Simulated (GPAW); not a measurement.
A run of GPAW 26.7.0:

Contents of run.py:

```python
from ase import Atoms
from ase.filters import FrechetCellFilter
from ase.io import write
from ase.optimize import BFGS
from gpaw import GPAW, PW, setup_paths

setup_paths.insert(0, '.')

atoms = Atoms(['N', 'N', 'B', 'B'],
              cell=[[2.49824, 0.0, 0.0],
                    [-1.24912, 2.1635393048, 0.0],
                    [0.0, 0.0, 6.6357]],
              scaled_positions=[[0.6666666667, 0.3333333333, 0.25],
                                [0.3333333333, 0.6666666667, 0.75],
                                [0.6666666667, 0.3333333333, 0.75],
                                [0.3333333333, 0.6666666667, 0.25]],
              pbc=True)

calc = GPAW(mode=PW(800),
            xc='PBEsol',
            kpts={'size': (9, 9, 3), 'gamma': True},
            occupations={'name': 'fermi-dirac', 'width': 0.05},
            nbands=18,
            convergence={'density': 1e-05, 'forces': 0.0001},
            maxiter=150,
            txt='gpaw.txt')
atoms.calc = calc
opt = BFGS(FrechetCellFilter(atoms), trajectory='relax.traj', logfile='-')
done = opt.run(fmax=0.02, steps=60)
calc.write('gs.gpw')
write('result.traj', atoms)
print('Converged:', done)
print('Cell:', atoms.cell.cellpar().round(4))
print('Volume:', round(atoms.get_volume(), 4))
print(atoms.get_scaled_positions().round(5))
```

Potentials or basis: PAW data sets generated in the run's folder for this functional, pw.

Launch:

```sh
$ gpaw-setup -f PBEsol B N
$ OMP_NUM_THREADS=1 python run.py
```

Hardware: 1 thread of Arm Neoverse V1, with other jobs on the host.

Problem. Estimate the wall time of this run.

Solution. It took 61 s on 1 thread of Arm Neoverse V1, with other jobs on the host, peak memory 0.2 GiB. Counts: scf iterations 29, plane waves 1856, bands 18, k points 31, ion steps 3.
